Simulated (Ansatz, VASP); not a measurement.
Two plane-wave programs on LiH

```
Li H
1.0
     0.00000    2.05024    2.05024
     2.05024    0.00000    2.05024
     2.05024    2.05024    0.00000
Li H
1 1
Direct
  0.00000 0.00000 0.00000
  0.50000 0.50000 0.50000
```

Change from the starting cell: volume scaled by 1.02.

Alike in both runs: task single point; functional PBE; k mesh 11 × 11 × 11; occupations fermi-dirac, width 0.05 eV; no spin polarisation.

|  | VASP | Ansatz |
| --- | --- | --- |
| version | VASP 6.6.1 | Ansatz 0.2.0 |
| potentials or method | VASP PAW PBE potentials, release 64 (Li_sv, H) | Ansatz PAW |
| plane-wave cutoff (eV) | 520 | 420 |
| valence electrons in the cell | 4 | 4 |

|  | VASP | Ansatz | Ansatz less VASP |
| --- | --- | --- | --- |
| gap on the k mesh at the Fermi level (eV) | 3.21 | 3.21 | +0.007 |
| least direct gap on the mesh (eV) | 3.21 | 3.21 | +0.007 |

Caveats: an odd mesh through Γ misses points on the zone boundary, where band edges often lie (VASP); odd divisions of the mesh miss points on the zone boundary, where band edges often lie, so the gap on the mesh can be too wide (Ansatz).
